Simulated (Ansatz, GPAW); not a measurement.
**One calculation of Nb, 3 ways**

```
CELL_PARAMETERS angstrom
-1.66395 1.66395 1.66395
1.66395 -1.66395 1.66395
1.66395 1.66395 -1.66395
ATOMIC_POSITIONS crystal
Nb 0.00000 0.00000 0.00000
```

Alike in all runs: task band structure; functional BLYP; k mesh 11 × 11 × 11; occupations fermi-dirac, width 0.05 eV; no spin polarisation; no spin-orbit coupling. Pressure is positive in compression and, in plane waves, holds the error of the finite cutoff, which Ansatz's Pulay term estimates and takes out.

```
                           program and potentials  plane-wave cutoff (eV)                                                                                   notes  pressure (GPa)
                               Ansatz, Ansatz PAW                     420  potentials made for PBE, which Ansatz adapts in part; Pulay term of +0.03 GPa included            4.08
   Ansatz, all-electron LAPW, scalar-relativistic                       -                                                                                       -            4.08
GPAW, PAW data sets generated for this functional                     600                                                                                       -            3.14
```

The pressure spans 3.14 (GPAW, PAW data sets generated for this functional) to 4.08 GPa (Ansatz, Ansatz PAW), with all-electron results at 4.08. Some sets were made for another functional than the one run, which can shift their rows.

The functional is the same throughout but for its coding, so the spread measures potentials, basis and numerics; runs on potential files found faulty are left out.
